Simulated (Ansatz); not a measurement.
**HfB2 under changes of volume**

One of the cells (9.905 Å³/atom); the others are scaled copies at fixed shape and fractional positions:

```
CELL_PARAMETERS angstrom
3.14000 0.00000 0.00000
-1.57000 2.71932 0.00000
0.00000 0.00000 3.48000
ATOMIC_POSITIONS crystal
Hf 0.00000 0.00000 0.00000
B 0.66667 0.33333 0.50000
B 0.33333 0.66667 0.50000
```

```yaml
Program: Ansatz 0.2.0
Functional: PBEsol
Potentials_or_basis: all-electron LAPW, scalar-relativistic
Cutoff: 260 eV (chosen from the basis error)
Basis_error_allowed: 0.002 eV/atom
k_mesh: 10 × 10 × 8
Occupations: fermi-dirac, width 0.05 eV
Spin: no spin polarisation
```

```tsv
volume (Å³/atom)	energy over the lowest point (meV/atom)	pressure (GPa)
9.311	16.49	12.9
9.509	4.55	6.6
9.707	0.00	0.9
9.905	2.15	-4.3
10.103	10.37	-8.9
10.301	24.09	-13.2
10.499	?	?
```

**Question.** What does the run at 10.499 Å³/atom give?

**Answer.** Energy over the lowest point 42.79 meV/atom; pressure -17.0 GPa.

Worked out: A Birch-Murnaghan fit of order 3 (a polynomial in V^(-2/3)) to the other rows has its minimum at 9.74 Å³/atom with B0 = V·E''(V) = 262 GPa and B' = 3.8 at fixed shape and positions, which overstates the stiffness. It gives 42.80 meV/atom at 10.499 Å³/atom, against the run's 42.79, and -dE/dV = -17.0 GPa, against -17.0.

Energies are extrapolated to zero smearing.

The runs don't all hold the same shells in valence.
